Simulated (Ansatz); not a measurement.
# AlAs: equation of state

One table from this session's results is given with a row withheld; the runs are named, their logs left out.

Program: Ansatz 0.2.0. Level of theory: DFT PBEsol, scalar-relativistic. These are calculated values, not measurements.

## The structure to begin with

The structure is cubic, space group F-43m (No. 216). Conventional cell: a = 5.661 Å, b = 5.661 Å, c = 5.661 Å, α = 90.00°, β = 90.00°, γ = 90.00°. Around Al (site symmetry -43m) lie 4 As at 2.45 Å. Around As (site symmetry -43m) lie 4 Al at 2.45 Å.

Coordinates:

```cif
data_structure
_symmetry_space_group_name_H-M 'P 1'
_symmetry_Int_Tables_number 1
_cell_length_a 4.0028
_cell_length_b 4.0028
_cell_length_c 4.0028
_cell_angle_alpha 60.000
_cell_angle_beta 60.000
_cell_angle_gamma 60.000
_cell_volume 45.35
loop_
_atom_site_label
_atom_site_type_symbol
_atom_site_fract_x
_atom_site_fract_y
_atom_site_fract_z
_atom_site_occupancy
Al1 Al 0.00000 0.00000 0.00000 1
As1 As 0.75000 0.75000 0.75000 1
```

Atoms are numbered in the order of the input: Al1, As2.

Set-up of the first run:

input.yaml reads:

```yaml
crystal:
  lattice:
    - [0.0, 2.7726205221, 2.7726205221]
    - [2.7726205221, 0.0, 2.7726205221]
    - [2.7726205221, 2.7726205221, 0.0]
  atoms:
    - { symbol: Al, position: [0.0, 0.0, 0.0] }
    - { symbol: As, position: [0.75, 0.75, 0.75] }
kpoints:
  mp_grid: { grid: [11, 11, 11] }
  band_path:
    path:
      - [0.0, 0.0, 0.0]
      - [-0.5, -0.5, 0.0]
      - [-0.375, -0.375, 0.25]
      - [-0.375, 0.0, 0.375]
      - [0.0, 0.0, 0.0]
      - [0.0, 0.0, 0.5]
      - [-0.5, -0.25, 0.25]
      - [-0.5, -0.5, 0.0]
    npoints: 5
scf:
  occupations: { method: fermi_dirac, width: 0.05 }
hamiltonian:
  xc: pbesol
  pseudopotentials: { kind: all_electron, lapw: { basis_error: 0.001 } }
output:
  forces: true
  stress: true
  eigenvalues: true
```

Launch:

```
ansatz run input.yaml --threads 1 --pin off --max-ram 3072MiB --backend cpu --events-out ev --progress --plain --runs-dir out
```

Steps of the session up to this table: Volume × 0.94, LAPW; Volume × 0.94, PAW; Volume × 0.94, crystal datasets; Volume × 0.98, LAPW; Volume × 0.98, PAW; Volume × 0.98, crystal datasets; Volume × 1.01, LAPW; Volume × 1.01, PAW; Volume × 1.01, crystal datasets; Volume × 1.04, LAPW; Volume × 1.04, PAW; Volume × 1.04, crystal datasets.

One of the session's tables, all rows but one given; the rest of the session is left out.

| method | volume (Å³/atom) | gap on the k mesh (eV) |
| --- | --- | --- |
| LAPW | 21.314 | 1.27 |
| LAPW | 22.221 | 1.34 |
| LAPW | 22.902 | 1.39 |
| LAPW | 23.582 | 1.44 |
| PAW | 21.314 | 1.27 |
| PAW | 22.221 | ? |
| PAW | 22.902 | 1.39 |
| PAW | 23.582 | 1.44 |
| crystal datasets | 21.314 | 1.27 |
| crystal datasets | 22.221 | 1.34 |
| crystal datasets | 22.902 | 1.39 |
| crystal datasets | 23.582 | 1.44 |

**Question.** Estimate the row for PAW, 22.221.

As computed: gap on the k mesh (eV): 1.35. In the column «gap on the k mesh (eV)» it lies between crystal datasets, 22.221 (1.34) and LAPW, 22.902 (1.39).

To keep in mind: Warnings in the runs' records: crystal datasets made.
